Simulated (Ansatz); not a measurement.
Input and command of a calculation in Ansatz (plane waves; scalar-relativistic PAW potentials unless the input names others):

```yaml
crystal:
  lattice:
    - [-1.9077740733, 1.9077740733, 4.2769968076]
    - [1.9077740733, -1.9077740733, 4.2769968076]
    - [1.9077740733, 1.9077740733, -4.2769968076]
  atoms:
    - { symbol: Ti, position: [0.0, 0.0, 0.0] }
    - { symbol: Al, position: [0.4883095541, 0.4883095541, 0.0] }
    - { symbol: Al, position: [0.75, 0.25, 0.5] }
    - { symbol: Al, position: [0.25, 0.75, 0.5] }
basis:
  ecutwfc: 30
kpoints:
  mp_grid: { grid: [18, 18, 18] }
hamiltonian:
  xc: pbesol
scf:
  occupations: { method: gaussian, width: 0.15 }
  max_iter: 50
output:
  forces: true
  eigenvalues: true
  stress: true
```

```bash
ansatz run input.yaml --threads 1 --pin off --max-ram 2560MiB --backend cpu --events-out ev --progress --plain --runs-dir out
```

Abridged log:
```
Basis set: ecut = 30 eV, 31 PW (Γ), exchange–correlation on 20×20×20 points (8 copies of the dense FFT grid, shifted against one another)
Bands: 15, of which v1, the nominal top of the filled ones, is band 11 counted from 1 (10 counted from 0)
Symmetry: 8 space group operations
k-points: 480 of 5832 (time reversal used)
SCF iter   1: F=—  HF=-3825.568654 eV  |F-HF|=—  |Δ(HF+E_count)|=         —  Δρ=6.55e-1  dr2=3.28e2  ethr=1.77e-3  ⟨swp⟩=1.0  Hψ=11207  notcnv=0
SCF iter   2: F=—  HF=-3564.165884 eV  |F-HF|=—  |Δ(HF+E_count)|=    2.61e2  Δρ=1.34e-1  dr2=2.70e1  ethr=1.77e-3  ⟨swp⟩=1.8  Hψ=14424  notcnv=0  defer=14
SCF iter   3: F=—  HF=-3547.534791 eV  |F-HF|=—  |Δ(HF+E_count)|=    1.66e1  Δρ=6.59e-2  dr2=4.43e0  ethr=1.77e-3  ⟨swp⟩=1.6  Hψ=13403  notcnv=0
SCF iter   4: F=—  HF=-3544.891991 eV  |F-HF|=—  |Δ(HF+E_count)|=    2.64e0  Δρ=6.04e-3  dr2=2.96e-2  ethr=1.77e-3  ⟨swp⟩=1.9  Hψ=12674  notcnv=0  defer=3
SCF iter   5: F=—  HF=-3544.878646 eV  |F-HF|=—  |Δ(HF+E_count)|=   1.33e-2  Δρ=1.36e-3  dr2=1.45e-3  ethr=1.41e-4  ⟨swp⟩=1.2  Hψ=10076  notcnv=0  defer=3
SCF iter   6: F=—  HF=-3544.877917 eV  |F-HF|=—  |Δ(HF+E_count)|=   7.29e-4  Δρ=2.45e-4  dr2=4.72e-5  ethr=6.92e-6  ⟨swp⟩=1.4  Hψ=7594  notcnv=0  defer=3
SCF iter   7: F=—  HF=-3544.868260 eV  |F-HF|=—  |Δ(HF+E_count)|=   9.66e-3  Δρ=7.54e-5  dr2=6.84e-6  ethr=2.25e-7  ⟨swp⟩=2.0  Hψ=10093  notcnv=0  defer=5
SCF iter   8: F=—  HF=-3544.868257 eV  |F-HF|=—  |Δ(HF+E_count)|=   2.56e-6  Δρ=2.14e-5  dr2=5.09e-7  ethr=3.26e-8  ⟨swp⟩=1.8  Hψ=8563  notcnv=0  defer=5
SCF iter   9: F=-3544.868257 eV  HF=-3544.868257 eV  |F-HF|=5.12e-9  |Δ(HF+E_count)|=   2.06e-7  Δρ=2.66e-6  dr2=7.76e-9  ethr=4.76e-10  ⟨swp⟩=4.5  Hψ=22771  notcnv=0
SCF 1 converged in 9 iterations: F = -3544.868257 eV  dr2 = 7.76e-9
SCF converged after 9 iterations
Free energy (F): -3544.868257 eV
Harris-Foulkes:  -3544.868257 eV  (|F-HF|=5.12e-9)
Internal energy: -3544.856236 eV  (E = F + TS)
E sigma→0 (E₀):  -3544.862246 eV
Entropy (-TS):   -0.012021 eV (-3.005 meV/atom)
Fermi energy:    16.208320 eV
--- Forces (eV/Å), atoms counted from 1 ---
  atom   1  Ti     0.00000000     0.00000000     0.69503420
  atom   2  Al     0.00000000     0.00000000     0.80839030
  atom   3  Al     0.00000000     0.00000000    -0.74786855
  atom   4  Al     0.00000000     0.00000000    -0.74786855
--- Stress (GPa, compression-positive) ---
     -602.054466       0.000000       0.000000
        0.000000    -602.054466       0.000000
        0.000000       0.000000    -622.248031
  P = ⅓ Tr σ = -608.7857 GPa (-6087.857 kbar)
```

Q: Find the fault.

A: The fault is a cutoff far too low (basis.ecutwfc: 420 → 30, the first being the value of the sound run). Setting it back cures it. The log, from which this was withheld above, says: «Warning: basis.ecutwfc = 30 eV is below the records' recommended 420 eV, and the density's cutoff is lower with it unless basis.ecutrho_ratio is high enough to keep the records' density cutoff: compare with a run at a higher cutoff» The run converged all the same, with an energy at zero smearing 126.1 eV/atom above the reference's, pressure -608.79 GPa, largest force 0.808 eV/Å, no gap on the mesh, so convergence alone doesn't show that an input is right. A reference run from the same start on usual settings converged with pressure 0.17 GPa, largest force 0.425 eV/Å, no gap on the mesh.

The run took 2 s on 1 thread of Intel(R) Xeon(R) 6975P-C (Granite Rapids), on a shared host, peak memory 0.37 GiB.